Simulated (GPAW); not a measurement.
## TiSe: changing the functional

The structure is tetragonal, space group P4/nmm (No. 129). Conventional cell: a = 4.178 Å, b = 4.178 Å, c = 5.984 Å, α = 90.00°, β = 90.00°, γ = 90.00°. Se (site symmetry 4mm) is surrounded by 4 Ti at 2.53 Å. Around Ti (site symmetry -4m2) lie 4 Se at 2.53 Å.

The cell comes from a database or a generator and needn't be the stable form of this composition.

Kept alike: task band structure; k mesh 5 × 5 × 4; occupations fermi-dirac, width 0.05 eV; no spin polarisation. Program: GPAW, potentials by row: the program's PAW data sets (release 1.2.1) made for this functional (LDA); PAW data sets generated for this functional (PBEsol); GPAW PAW data sets (gpaw-data 1.2.1) (r2SCAN on files made for PBE), cutoff 600 eV. The mesh is that of the run's cell of 4 atoms. No spin-orbit coupling.

| run | pressure (GPa) |
| --- | --- |
| A | -5.08 |
| B | -1.39 |
| C | -2.97 |

Pressure is positive in compression; the values hold the error of the finite cutoff, so their zero can differ a little from the energy's minimum. For a metal such a mesh leaves the last digits unconverged.

The runs differ in the functional (and the potentials named above) alone: LDA; PBEsol; r2SCAN. Which run is which?

Run A is LDA; run B is r2SCAN; run C is PBEsol. The pressure runs from -5.08 (LDA) to -1.39 GPa (r2SCAN).
